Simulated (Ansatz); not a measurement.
# Ge: a strain scan

Aim: for Ge, strain the cell along the Voigt pattern (1, -1, 0, 0, 0, 0).

Program: Ansatz 0.2.0. Level of theory: DFT PBE, scalar-relativistic, plane waves, PAW. These are calculated values, not measurements.

## (1) The starting structure

It takes space group Fd-3m (No. 227, cubic). Conventional cell: a = 5.658 Å, b = 5.658 Å, c = 5.658 Å, α = 90.00°, β = 90.00°, γ = 90.00°. Ge (site symmetry -43m) is surrounded by 4 Ge at 2.45 Å.

Coordinates:

```
CELL_PARAMETERS angstrom
0.00000 2.82877 2.82877
2.82877 0.00000 2.82877
2.82877 2.82877 0.00000
ATOMIC_POSITIONS crystal
Ge 0.50000 0.50000 0.50000
Ge 0.75000 0.75000 0.75000
```

The cell is taken as given, not relaxed at this level.

## (2) Zero of energy

The reference gives a free energy of -8589.9406 eV, pressure 3.67 GPa, largest force 0.000 eV/Å and gap on the mesh none (metal). It was computed beforehand with the settings of the runs below.

## (3) The scan: a strain scan

The cell is strained by ε times the Voigt pattern (1, -1, 0, 0, 0, 0) (xx, yy, zz, yz, xz, xy; engineering shear), with fractional coordinates fixed (clamped ions). The stress on the pattern is the sum of the stress components weighted by it, tension positive.

## (4) ε = -0.1000

input.yaml

```yaml
crystal:
  lattice:
    - [0.0, 3.111647, 2.82877]
    - [2.545893, 0.0, 2.82877]
    - [2.545893, 3.111647, 0.0]
  atoms:
    - { symbol: Ge, position: [0.5, 0.5, 0.5] }
    - { symbol: Ge, position: [0.75, 0.75, 0.75] }
basis:
  ecutwfc: 420
kpoints:
  mp_grid: { grid: [14, 14, 14] }
hamiltonian:
  xc: pbe
scf:
  occupations: { method: gaussian, width: 0.15 }
output:
  forces: true
  stress: true
  eigenvalues: true
```

Run with:

```sh
$ ansatz run input.yaml --threads 1 --pin off --max-ram 2560MiB --backend cpu --events-out ev --progress --plain --runs-dir out
```

## (5) Point ε = 0.0750

input.yaml: that of step 4 with these lines changed.

```diff
@@ -2,5 +2,5 @@
   lattice:
-    - [0.0, 3.111647, 2.82877]
-    - [2.545893, 0.0, 2.82877]
-    - [2.545893, 3.111647, 0.0]
+    - [0.0, 2.61661225, 2.82877]
+    - [3.04092775, 0.0, 2.82877]
+    - [3.04092775, 2.61661225, 0.0]
   atoms:
```

## (6) ε = -0.0500

input.yaml: that of step 5 with these lines changed.

```diff
@@ -2,5 +2,5 @@
   lattice:
-    - [0.0, 2.61661225, 2.82877]
-    - [3.04092775, 0.0, 2.82877]
-    - [3.04092775, 2.61661225, 0.0]
+    - [0.0, 2.9702085, 2.82877]
+    - [2.6873315, 0.0, 2.82877]
+    - [2.6873315, 2.9702085, 0.0]
   atoms:
```

## (7) Point ε = 0.0250

input.yaml: that of step 6 with these lines changed.

```diff
@@ -2,5 +2,5 @@
   lattice:
-    - [0.0, 2.9702085, 2.82877]
-    - [2.6873315, 0.0, 2.82877]
-    - [2.6873315, 2.9702085, 0.0]
+    - [0.0, 2.75805075, 2.82877]
+    - [2.89948925, 0.0, 2.82877]
+    - [2.89948925, 2.75805075, 0.0]
   atoms:
```

## (8) ε = 0.0875

input.yaml: that of step 7 with these lines changed.

```diff
@@ -2,5 +2,5 @@
   lattice:
-    - [0.0, 2.75805075, 2.82877]
-    - [2.89948925, 0.0, 2.82877]
-    - [2.89948925, 2.75805075, 0.0]
+    - [0.0, 2.581252625, 2.82877]
+    - [3.076287375, 0.0, 2.82877]
+    - [3.076287375, 2.581252625, 0.0]
   atoms:
@@ -20 +20,5 @@
   eigenvalues: true
+  write_density: true
+  write_potential: true
+  elf: true
+  volumetric_format: npy
```

## (9) At ε = 0.0625

input.yaml

```yaml
crystal:
  lattice:
    - [0.0, 2.651971875, 2.82877]
    - [3.005568125, 0.0, 2.82877]
    - [3.005568125, 2.651971875, 0.0]
  atoms:
    - { symbol: Ge, position: [0.5, 0.5, 0.5] }
    - { symbol: Ge, position: [0.75, 0.75, 0.75] }
basis:
  ecutwfc: 420
kpoints:
  mp_grid: { grid: [14, 14, 14] }
hamiltonian:
  xc: pbe
scf:
  occupations: { method: gaussian, width: 0.15 }
output:
  forces: true
  stress: true
  eigenvalues: true
```

## (10) ε = 0.0375

input.yaml: that of step 9 with these lines changed.

```diff
@@ -2,5 +2,5 @@
   lattice:
-    - [0.0, 2.651971875, 2.82877]
-    - [3.005568125, 0.0, 2.82877]
-    - [3.005568125, 2.651971875, 0.0]
+    - [0.0, 2.722691125, 2.82877]
+    - [2.934848875, 0.0, 2.82877]
+    - [2.934848875, 2.722691125, 0.0]
   atoms:
```

## (11) ε = 0.0125

input.yaml: that of step 10 with these lines changed.

```diff
@@ -2,5 +2,5 @@
   lattice:
-    - [0.0, 2.722691125, 2.82877]
-    - [2.934848875, 0.0, 2.82877]
-    - [2.934848875, 2.722691125, 0.0]
+    - [0.0, 2.793410375, 2.82877]
+    - [2.864129625, 0.0, 2.82877]
+    - [2.864129625, 2.793410375, 0.0]
   atoms:
```

(Steps that only read results are left out.)

Before running it: what results should come out? Wanted: slope of the stress at ε = 0, from the points at -0.0500, 0 and 0.0125.

As calculated:

| quantity | value |
| --- | --- |
| slope of the stress at ε = 0, from the points at -0.0500, 0 and 0.0125 | 140 GPa |

**Reading.** From the stress slope, C11 + C22 − 2 C12 is about 140 GPa with the ions clamped; letting the atoms relax could not make it stiffer. The step is wide, so higher orders mix in. The reference stands under 3.7 GPa, so this is no zero-stress constant. The undisturbed cell stays the lowest of the sampled points. A gap opens on the mesh, up to 0.13 eV.
